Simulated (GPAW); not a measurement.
## In in GPAW: convergence with convergence criteria

Input of the first run (convergence criteria density=0.001 energy=0.01 eigenstates=0.0001); the others differ in this setting and in those tied to it:

run.py

```python
from ase.dft.bandgap import bandgap
from ase.io import read, write
from ase.units import GPa
from gpaw import GPAW, PW, setup_paths

setup_paths.insert(0, '.')

atoms = read('POSCAR')

calc = GPAW(mode=PW(600),
            xc='PBEsol',
            kpts={'size': (10, 10, 10), 'gamma': True},
            occupations={'name': 'fermi-dirac', 'width': 0.05},
            nbands=14,
            convergence={'density': 0.001, 'energy': 0.01, 'eigenstates': 0.0001},
            maxiter=100,
            txt='gpaw.txt')
atoms.calc = calc
energy = atoms.get_potential_energy()
forces = atoms.get_forces()
stress = atoms.get_stress()
calc.write('gs.gpw')
write('result.traj', atoms)
print(f'Energy: {energy:.6f} eV')
print('Forces (eV/A):')
print(forces.round(4))
print('Stress (GPa):', (stress / GPa).round(3))
print('Fermi level:', round(calc.get_fermi_level(), 4), 'eV')
print(f'Gap: {bandgap(calc)[0]:.4f} eV, direct: {bandgap(calc, direct=True)[0]:.4f} eV')
```

File POSCAR:

```
In
1.0
   -1.8825252400      1.8825252400      1.8825252400
    1.8825252400     -1.8825252400      1.8825252400
    1.8825252400      1.8825252400     -1.8825252400
In
1
Direct
    0.0000000000      0.0000000000      0.0000000000
```

Potentials or basis: PAW data sets generated in the run's folder for this functional, pw.

Launch:

```sh
$ gpaw-setup -f PBEsol In
$ OMP_NUM_THREADS=1 python run.py
```

This isn't the form of In at room conditions, which is tetragonal.

Hardware: 1 thread of Arm Neoverse V2 (shared host).

| convergence criteria | energy less the tightest run, at zero smearing (meV/atom) | SCF cycles | CPU time (s) | peak memory (GiB) |
| --- | --- | --- | --- | --- |
| density=0.001 energy=0.01 eigenstates=0.0001 | 0.00 | 6 | 7.3 | 0.14 |
| default | 0.00 | 8 | 9.4 | 0.14 |
| density=1e-05 energy=1e-05 | 0.00 | 8 | 9.4 | 0.14 |
| density=1e-05 forces=0.0001 | 0.00 | 9 | 10 | 0.14 |
| density=1e-06 energy=1e-06 eigenstates=1e-10 | 0.00 | 10 | 11 | 0.14 |

Against the tightest run, the energy stays within 1 meV/atom from density=0.001 energy=0.01 eigenstates=0.0001 on. The tightest run that finished is the yardstick and may itself not be fully converged.
